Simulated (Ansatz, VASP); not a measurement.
**AlRu in VASP and in Ansatz**

Contents of INCAR:

```
PREC = Accurate ; ENCUT = 520
EDIFF = 1E-6 ; ISMEAR = 0
SIGMA = 0.15 ; LREAL = False
LASPH = True ; NELM = 100
ALGO = Fast ; ISIF = 2
LWAVE = False ; LCHARG = True
GGA = PE ; LELF = True
LVHAR = True ; NBANDS = 16
```

KPOINTS

```
Automatic mesh
0
Gamma
  16 16 16
```

POSCAR

```
AlRu
1.0
    3.0514320000      0.0000000000      0.0000000000
    0.0000000000      2.9916000000      0.0000000000
    0.0000000000      0.0000000000      2.9916000000
Al Ru
1 1
Direct
    0.0000000000      0.0000000000      0.0000000000
    0.5000000000      0.5000000000      0.5000000000
```

Input for Ansatz:

```yaml
crystal:
  lattice:
    - [3.051432, 0.0, 0.0]
    - [0.0, 2.9916, 0.0]
    - [0.0, 0.0, 2.9916]
  atoms:
    - { symbol: Al, position: [0.0, 0.0, 0.0] }
    - { symbol: Ru, position: [0.5, 0.5, 0.5] }
basis:
  ecutwfc: 420
kpoints:
  mp_grid: { grid: [16, 16, 16] }
hamiltonian:
  xc: pbe
scf:
  occupations: { method: gaussian, width: 0.15 }
output:
  forces: true
  stress: true
  eigenvalues: true
```

Change from the starting cell: strain +0.0200 x Voigt [1, 0, 0, 0, 0, 0], atoms carried along.

Alike in both runs: task single point; functional PBE; k mesh 16 × 16 × 16; occupations gaussian, width 0.15 eV; no spin polarisation.

```csv
,VASP,Ansatz
version,VASP 6.6.1,Ansatz 0.2.0
potentials or method,"VASP PAW PBE potentials, release 64 (Al, Ru_pv)","scalar-relativistic, plane waves, PAW"
plane-wave cutoff (eV),520,420
valence electrons in the cell,17,19
```

```tsv
	VASP	Ansatz	Ansatz less VASP
gap on the k mesh at the Fermi level (eV)	none	none	-
pressure (GPa)	-1.5	-1.4	+0.05
largest component of the traceless stress (GPa)	2.13	2.12	-0.011
```

A gap of «none» marks a metal or a gap that the smearing closes. The two sets of potentials don't hold the same shells in valence.
